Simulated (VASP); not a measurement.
# Ti (Im-3m) in VASP: settings compared, part 2 of 2

VASP 6.6.1. Earlier steps stand in the parts before.

## (3) Single point, PBE (x and y stretched by -3 %, z held)

Contents of INCAR:

```
SYSTEM = Ti
ALGO = Fast ; EDIFF = 1E-7
ENCUT = 520 ; GGA = PE
ISIF = 2 ; ISMEAR = -1
LASPH = .TRUE. ; LCHARG = .FALSE.
LREAL = .FALSE. ; LWAVE = .FALSE.
NBANDS = 12 ; NELM = 80
PREC = Accurate ; SIGMA = 0.05
```

Contents of KPOINTS:

```
k-points
0
G
  14 14 14
  0 0 0
```

Contents of POSCAR:

```
Ti
1.0
   -1.5917700000      1.5917700000      1.6410000000
    1.5917700000     -1.5917700000      1.6410000000
    1.5917700000      1.5917700000     -1.6410000000
Ti
1
Direct
    0.0000000000      0.0000000000      0.0000000000
```

Potentials or basis: VASP PAW PBE potentials, release 64 (Ti_sv).

Started as:

```sh
> cat potpaw_PBE.64/Ti_sv/POTCAR > POTCAR
> mpirun -np 1 vasp_std > vasp.out
```

OUTCAR:

```text
SYSTEM = Ti
   EDIFF = 1E-7
   ENCUT = 520
   GGA = PE
   ISIF = 2
   ISMEAR = -1
   LASPH = .TRUE.
   LREAL = .FALSE.
   NELM = 80
   PREC = Accurate

 ion  position               nearest neighbor table
   1  0.000  0.000  0.000-

  LATTYP: Found a body centered tetragonal cell.
 ALAT       =     3.1835400000
 C/A-ratio  =     1.0309278351

  Lattice vectors:

 A1 = (  -1.5917700000,   1.5917700000,   1.6410000000)
 A2 = (   1.5917700000,  -1.5917700000,   1.6410000000)
[... 542 lines left out ...]

 [... further k-points ...]

------------------------ aborting loop because EDIFF is reached ----------------------------------------

  FORCE on cell =-STRESS in cart. coord.  units (eV):
  Direction    XX          YY          ZZ          XY          YZ          ZX
  --------------------------------------------------------------------------------------
  -------------------------------------------------------------------------------------
  Total        0.3823319      0.3823319      0.4492498      0.0000000      0.0000000      0.0000000
  in kB       36.8317132     36.8317132     43.2782061      0.0000000      0.0000000      0.0000000
  external PRESSURE =      38.9805442 kB  Pullay stress =       0.0000000 kB

 VOLUME and BASIS-vectors are now :
 -----------------------------------------------------------------------------
  energy-cutoff  :      520.00
  volume of cell :       16.63
      direct lattice vectors                 reciprocal lattice vectors
    -1.591770000  1.591770000  1.641000000     0.000000000  0.314115733  0.304692261
     1.591770000 -1.591770000  1.641000000     0.314115733  0.000000000  0.304692261
     1.591770000  1.591770000 -1.641000000     0.314115733  0.314115733  0.000000000

 POSITION                                       TOTAL-FORCE (eV/Angst)
 -----------------------------------------------------------------------------------
      0.00000      0.00000      0.00000         0.000000      0.000000      0.000000
 -----------------------------------------------------------------------------------
    total drift:                                0.000000      0.000000      0.000000

  FREE ENERGIE OF THE ION-ELECTRON SYSTEM (eV)
  ---------------------------------------------------
  free  energy   TOTEN  =        -7.7269244773 eV

  energy  without entropy=       -7.7080213805  energy(sigma->0) =       -7.71747293
```

Run time: 1.8 min. Hardware: 1 thread of Intel Xeon Platinum 8175M at 2.50GHz (Skylake/Cascade Lake), shared host; peak memory 0.17 GiB.

What came out:

| Property | Result |
| --- | --- |
| Free energy | -7.7269 eV |
| Pressure | 3.9 GPa |
| Band gap on the k mesh | none (metal or under the smearing width) |

## (4) Single point, PBE

Contents of INCAR:

```
SYSTEM = Ti
PREC     = Accurate       ! precision mode
ENCUT    = 520            ! plane-wave cutoff, eV
EDIFF    = 1E-6           ! SCF threshold, eV
ISMEAR   = -1             ! smearing method
SIGMA    = 0.05           ! smearing width, eV
LREAL    = .FALSE.        ! projectors in reciprocal space
LASPH    = .TRUE.         ! aspherical terms in the spheres
NELM     = 100            ! most SCF steps
ALGO     = Normal         ! electronic algorithm
ISIF     = 2              ! what is computed and relaxed
LWAVE    = .FALSE.        ! write WAVECAR
LCHARG   = .FALSE.        ! write CHGCAR
GGA      = PE             ! functional
NBANDS   = 12             ! bands
```

Contents of KPOINTS:

```
regular mesh
0
G
  14 14 14
  0 0 0
```

Contents of POSCAR:

```
Ti
1.0
   -1.6410000000      1.6410000000      1.6410000000
    1.6410000000     -1.6410000000      1.6410000000
    1.6410000000      1.6410000000     -1.6410000000
Ti
1
Direct
    0.0000000000      0.0000000000      0.0000000000
```

Started as:

```sh
> cat potpaw_PBE.64/Ti_sv/POTCAR > POTCAR
> mpirun -np 1 vasp_std > vasp.out
```

Run time: 6.5 s. Hardware: 1 thread of Intel Xeon 6975P-C (Granite Rapids), shared host; peak memory 0.14 GiB.

The run converged. Its results:

* Free energy: -7.7299 eV
* Pressure: -2.6 GPa
* Band gap on the k mesh: none (metal or under the smearing width)

Levels at points of the mesh, in eV from the Fermi level:
| k point | band 4 | band 5 | band 6 | band 7 | band 8 | band 9 |
| --- | --- | --- | --- | --- | --- | --- |
| (0.00, 0.00, 0.00) | -32.44 | -5.91 | 0.98 | 0.98 | 0.98 | 2.70 |
| (0.50, 0.00, 0.00) | -32.44 | -2.40 | -0.37 | 1.10 | 2.68 | 3.02 |
| (0.50, 0.50, 0.50) | -32.87 | -2.04 | -2.04 | 3.84 | 3.84 | 3.84 |

## (5) Single point, LDA

Contents of INCAR:

```
PREC = Accurate ; ENCUT = 520
EDIFF = 1E-6 ; ISMEAR = -1
SIGMA = 0.05 ; LREAL = F
LASPH = T ; NELM = 80
ALGO = Normal ; ISIF = 2
LWAVE = F ; LCHARG = T
LELF = T ; LVHAR = T
NBANDS = 12
```

Contents of KPOINTS:

```
Automatic mesh
0
Gamma
  14 14 14
```

POSCAR is that of step 4.

Potentials or basis: VASP PAW LDA potentials, release 64 (Ti_sv).

Started as:

```sh
> cat potpaw_LDA.64/Ti_sv/POTCAR > POTCAR
> mpirun -np 1 vasp_std > vasp.out
```

OUTCAR:

```text
PREC = Accurate
   ENCUT = 520
   EDIFF = 1E-6
   ISMEAR = -1
   LREAL = F
   LASPH = T
   NELM = 80
   ISIF = 2

 ion  position               nearest neighbor table
   1  0.000  0.000  0.000-

  LATTYP: Found a body centered cubic cell.
 ALAT       =     3.2820000000

  Lattice vectors:

 A1 = (  -1.6410000000,   1.6410000000,   1.6410000000)
 A2 = (   1.6410000000,  -1.6410000000,   1.6410000000)
 A3 = (   1.6410000000,   1.6410000000,  -1.6410000000)
[... 538 lines left out ...]
     11      15.9880      0.00000
     12      16.9926      0.00000

 [... further k-points ...]

------------------------ aborting loop because EDIFF is reached ----------------------------------------

  FORCE on cell =-STRESS in cart. coord.  units (eV):
  Direction    XX          YY          ZZ          XY          YZ          ZX
  --------------------------------------------------------------------------------------
  -------------------------------------------------------------------------------------
  Total       -1.1961659     -1.1961659     -1.1961659     -0.0000000     -0.0000000     -0.0000000
  in kB     -108.4217151   -108.4217151   -108.4217151     -0.0000000     -0.0000000     -0.0000000
  external PRESSURE =    -108.4217151 kB  Pullay stress =       0.0000000 kB

 VOLUME and BASIS-vectors are now :
 -----------------------------------------------------------------------------
  energy-cutoff  :      520.00
  volume of cell :       17.68
      direct lattice vectors                 reciprocal lattice vectors
    -1.641000000  1.641000000  1.641000000     0.000000000  0.304692261  0.304692261
     1.641000000 -1.641000000  1.641000000     0.304692261  0.000000000  0.304692261
     1.641000000  1.641000000 -1.641000000     0.304692261  0.304692261  0.000000000

 POSITION                                       TOTAL-FORCE (eV/Angst)
 -----------------------------------------------------------------------------------
      0.00000      0.00000      0.00000        -0.000000     -0.000000      0.000000
 -----------------------------------------------------------------------------------
    total drift:                                0.000000      0.000000      0.000000

  FREE ENERGIE OF THE ION-ELECTRON SYSTEM (eV)
  ---------------------------------------------------
  free  energy   TOTEN  =        -8.4018714611 eV

  energy  without entropy=       -8.3811566311  energy(sigma->0) =       -8.39151405
```

OSZICAR:

```text
N       E                     dE             d eps       ncg     rms          rms(c)
DAV:   1     0.865322391617E+02    0.86532E+02   -0.64981E+03  2512   0.118E+03
DAV:   2    -0.515001624772E+01   -0.91682E+02   -0.89103E+02  2532   0.296E+02
DAV:   3    -0.941432308965E+01   -0.42643E+01   -0.42092E+01  3512   0.644E+01
DAV:   4    -0.949833726626E+01   -0.84014E-01   -0.83916E-01  2804   0.818E+00
DAV:   5    -0.950041247216E+01   -0.20752E-02   -0.20752E-02  2940   0.110E+00    0.799E+00
DAV:   6    -0.840253041440E+01    0.10979E+01   -0.26511E+00  2704   0.223E+01    0.194E+00
DAV:   7    -0.839610048223E+01    0.64299E-02   -0.66193E-02  2904   0.245E+00    0.119E+00
DAV:   8    -0.840149653292E+01   -0.53961E-02   -0.33942E-02  2692   0.225E+00    0.104E-01
DAV:   9    -0.840183857339E+01   -0.34204E-03   -0.14164E-03  3004   0.381E-01    0.614E-02
DAV:  10    -0.840186949693E+01   -0.30924E-04   -0.28343E-04  2712   0.159E-01    0.180E-02
DAV:  11    -0.840187232608E+01   -0.28292E-05   -0.41417E-05  2760   0.879E-02    0.120E-02
DAV:  12    -0.840187146112E+01    0.86496E-06   -0.24356E-06  2792   0.174E-02
   1 F= -.84018715E+01 E0= -.83915140E+01  d E =-.207148E-01
```

stdout:

```text
POSCAR found type information on POSCAR Ti
 POSCAR found :  1 types and       1 ions
 scaLAPACK will be used
 LDA part: xc-table for (Slater(with rela. corr.)+CA(PZ))
 , standard interpolation
 POSCAR, INCAR and KPOINTS ok, starting setup
 FFT: planning ... GRIDC
 FFT: planning ... GRID_SOFT
 FFT: planning ... GRID
 WAVECAR not read
 entering main loop
```

Wall time 6.4 s (1 thread of Intel Xeon 6975P-C (Granite Rapids), shared host); peak memory 0.13 GiB.

Results:

- Free energy: -8.4019 eV
- Pressure: -10.8 GPa
- Band gap on the k mesh: none (metal or under the smearing width)

Levels at points of the mesh, in eV from the Fermi level:
| k point | band 2 | band 3 | band 4 | band 5 | band 6 | band 7 | band 8 | band 9 | band 10 | band 11 |
| --- | --- | --- | --- | --- | --- | --- | --- | --- | --- | --- |
| (0.00, 0.00, 0.00) | -32.10 | -32.10 | -32.10 | -5.83 | 0.94 | 0.94 | 0.94 | 2.68 | 2.68 | 17.38 |
| (0.50, 0.00, 0.00) | -32.76 | -32.31 | -32.11 | -2.40 | -0.40 | 1.20 | 2.66 | 3.00 | 4.18 | 8.60 |
| (0.50, 0.50, 0.50) | -32.55 | -32.55 | -32.55 | -2.04 | -2.04 | 3.83 | 3.83 | 3.83 | 8.26 | 8.26 |

## (6) Overview

```tsv
level	potentials or basis	cell	smearing	gap on the mesh (eV)	pressure (GPa)
PBE	VASP PAW PBE potentials, release 64 (Ti_sv)	as given	fermi-dirac 0.15 eV	none	-1.8
PBE	VASP PAW PBE potentials, release 64 (Ti_sv)	x and y stretched by -3 %, z held	fermi-dirac 0.05 eV	none	3.9
PBE	VASP PAW PBE potentials, release 64 (Ti_sv)	as given	fermi-dirac 0.05 eV	none	-2.6
LDA	VASP PAW LDA potentials, release 64 (Ti_sv)	as given	fermi-dirac 0.05 eV	none	-10.8
```

Alike in all rows: task single point; no spin polarisation; k mesh 14 × 14 × 14; cutoff (eV) 520.

Absolute energies hang on the potentials; compare differences alone.
